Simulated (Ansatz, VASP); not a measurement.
## One calculation of TiB2, two programs

The input INCAR:

```
ALGO = Normal ; EDIFF = 1E-6
ENCUT = 520 ; GGA = PE
ISIF = 2 ; ISMEAR = 0
LASPH = True ; LCHARG = False
LREAL = False ; LWAVE = False
NBANDS = 16 ; NELM = 100
PREC = Accurate ; SIGMA = 0.15
```

The input KPOINTS:

```
k-points
0
Gamma
  18 18 16
```

The input POSCAR:

```
TiB2
1.0
    3.2659127743      0.0000000000      0.0000000000
   -1.6329563872      2.8283634291      0.0000000000
    0.0000000000      0.0000000000      2.7785567741
Ti B
1 2
Direct
    0.0000000000      0.0000000000      0.0000000000
    0.3333333333      0.6666666667      0.5000000000
    0.6666666667      0.3333333333      0.5000000000
```

Input for Ansatz:

```yaml
crystal:
  lattice:
    - [3.2659127743, 0.0, 0.0]
    - [-1.6329563872, 2.8283634291, 0.0]
    - [0.0, 0.0, 2.7785567741]
  atoms:
    - { symbol: Ti, position: [0.0, 0.0, 0.0] }
    - { symbol: B, position: [0.3333333333, 0.6666666667, 0.5] }
    - { symbol: B, position: [0.6666666667, 0.3333333333, 0.5] }
basis:
  ecutwfc: 420
kpoints:
  mp_grid: { grid: [18, 18, 16] }
hamiltonian:
  xc: pbe
scf:
  occupations: { method: gaussian, width: 0.15 }
output:
  forces: true
  stress: true
  eigenvalues: true
```

Alike in both runs: task single point; functional PBE; k mesh 18 × 18 × 16; occupations gaussian, width 0.15 eV; no spin polarisation.

|  | VASP | Ansatz |
| --- | --- | --- |
| version | VASP 6.6.1 | Ansatz 0.2.0 |
| potentials or method | VASP PAW PBE potentials, release 64 (Ti_sv, B) | scalar-relativistic, plane waves, PAW |
| plane-wave cutoff (eV) | 520 | 420 |
| valence electrons in the cell | 18 | 18 |

|  | VASP | Ansatz | Ansatz less VASP |
| --- | --- | --- | --- |
| gap on the k mesh at the Fermi level (eV) | none | none | - |
| pressure (GPa) | -2.3 | -2.4 | -0.10 |
| largest component of the traceless stress (GPa) | 52.94 | 53.04 | +0.105 |

A gap of «none» marks a metal or a gap that the smearing closes.
